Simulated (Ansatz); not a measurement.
Cost and result for the equilibrium volume of Ru

```
CELL_PARAMETERS angstrom
2.70580 0.00000 0.00000
-1.35290 2.34329 0.00000
0.00000 0.00000 4.28190
ATOMIC_POSITIONS crystal
Ru 0.66667 0.33333 0.75000
Ru 0.33333 0.66667 0.25000
```

| rung | level | program and potentials | cutoff (eV) | k mesh | smearing | core time | chip | equilibrium volume (Å³/atom) | notes |
| --- | --- | --- | --- | --- | --- | --- | --- | --- | --- |
| GGA | BPBE | Ansatz, Ansatz PAW | 420 | 11 × 11 × 6 | fermi-dirac 0.05 | 5.5 s | Intel Xeon Platinum 8488C Sapphire Rapids | 13.76 | potentials made for PBE, which Ansatz adapts in part |
| LDA | SVWN5 | Ansatz, Ansatz PAW | 420 | 11 × 11 × 6 | fermi-dirac 0.05 | 9.9 s | Arm Neoverse V2 | 13.08 | potentials made for PBE, which Ansatz adapts in part |
| GGA + dispersion | RPBE+D4 | Ansatz, Ansatz PAW | 420 | 11 × 11 × 6 | fermi-dirac 0.05 | 13 s | Intel Xeon Skylake/Cascade Lake | 13.48 | potentials made for PBE, which Ansatz adapts in part |
| GGA | PBE | Ansatz, Ansatz PAW | 420 | 11 × 11 × 6 | fermi-dirac 0.05 | 14 s | Intel Xeon Skylake/Cascade Lake | 13.77 | - |
| GGA + dispersion | PBE+D4 | Ansatz, Ansatz PAW | 420 | 11 × 11 × 6 | fermi-dirac 0.05 | 14 s | Intel Xeon Skylake/Cascade Lake | 13.52 | - |
| GGA + dispersion | revPBE+D4 | Ansatz, Ansatz PAW | 420 | 11 × 11 × 6 | fermi-dirac 0.05 | 14 s | Intel Xeon Skylake/Cascade Lake | 13.49 | potentials made for PBE, which Ansatz adapts in part |
| GGA | PBEsol | Ansatz, Ansatz PAW | 420 | 11 × 11 × 6 | fermi-dirac 0.05 | 15 s | Intel Xeon Skylake/Cascade Lake | 13.32 | potentials made for PBE, which Ansatz adapts in part |
| GGA + dispersion | revPBE+D3(BJ) | Ansatz, Ansatz PAW | 420 | 11 × 11 × 6 | fermi-dirac 0.05 | 15 s | Intel Xeon Skylake/Cascade Lake | 13.29 | potentials made for PBE, which Ansatz adapts in part |
| LDA | LDA | Ansatz, Ansatz PAW | 420 | 11 × 11 × 6 | fermi-dirac 0.05 | 16 s | Intel Xeon Skylake/Cascade Lake | 13.09 | potentials made for PBE, which Ansatz adapts in part |
| GGA | RPBE | Ansatz, Ansatz PAW | 420 | 11 × 11 × 6 | fermi-dirac 0.05 | 16 s | Intel Xeon Skylake/Cascade Lake | 13.97 | potentials made for PBE, which Ansatz adapts in part |
| GGA + dispersion | PBEsol+D3(BJ) | Ansatz, Ansatz PAW | 420 | 11 × 11 × 6 | fermi-dirac 0.05 | 17 s | Intel Xeon Skylake/Cascade Lake | 13.04 | potentials made for PBE, which Ansatz adapts in part |
| GGA + dispersion | BLYP+D4 | Ansatz, Ansatz PAW | 420 | 11 × 11 × 6 | fermi-dirac 0.05 | 20 s | Intel Xeon Skylake/Cascade Lake | 13.87 | potentials made for PBE, which Ansatz adapts in part |
| GGA + dispersion | RPBE+D3(BJ) | Ansatz, Ansatz PAW | 420 | 11 × 11 × 6 | fermi-dirac 0.05 | 24 s | Intel Xeon Skylake/Cascade Lake | 12.38 | potentials made for PBE, which Ansatz adapts in part |
| meta-GGA + dispersion | r2SCAN+rVV10 | Ansatz, Ansatz PAW | 500 | 11 × 11 × 6 | fermi-dirac 0.05 | 26 s | Arm Neoverse V2 | 13.39 | potentials made for PBE, which Ansatz adapts in part |
| hybrid | HSE03 | Ansatz, Ansatz PAW | 420 | 6 × 6 × 3 | fermi-dirac 0.05 | 2.5 min | Intel Xeon Skylake/Cascade Lake | 13.27 | coarse mesh; potentials made for PBE, which Ansatz adapts in part |
| hybrid | HSEsol | Ansatz, Ansatz PAW | 420 | 6 × 6 × 3 | fermi-dirac 0.05 | 2.5 min | Intel Xeon Skylake/Cascade Lake | 12.99 | coarse mesh; potentials made for PBE, which Ansatz adapts in part |
| hybrid | HSE06 | Ansatz, Ansatz PAW | 420 | 6 × 6 × 3 | fermi-dirac 0.05 | 2.6 min | Intel Xeon Skylake/Cascade Lake | 13.23 | coarse mesh; potentials made for PBE, which Ansatz adapts in part |
| hybrid | PBEsol0 | Ansatz, Ansatz PAW | 420 | 6 × 6 × 3 | fermi-dirac 0.05 | 3 min | Intel Xeon Skylake/Cascade Lake | 12.96 | coarse mesh; potentials made for PBE, which Ansatz adapts in part |

Times are single runs on shared hosts and different chips, so they are rough; meshes, cutoffs and the tasks' sizes weigh on the time. Task: relaxation of cell and atoms. All rows: no spin polarisation. Smearing widths are in eV. For a metal such meshes aren't converged. Meshes differ between rows, which moves values too. Meshes are those of the run's cell of 2 atoms unless a note names another. Relaxations start from the cell shown or near it and stop with a little pressure left. Runs on faulty files, with rough fits or with known faults for this quantity aren't shown. No row holds spin-orbit coupling.

By rung: LDA 13.08 to 13.09; GGA 13.32 to 13.97; GGA + dispersion 12.38 to 13.87; meta-GGA + dispersion 13.39; hybrid on coarse meshes 12.96 to 13.27 (Å³/atom).
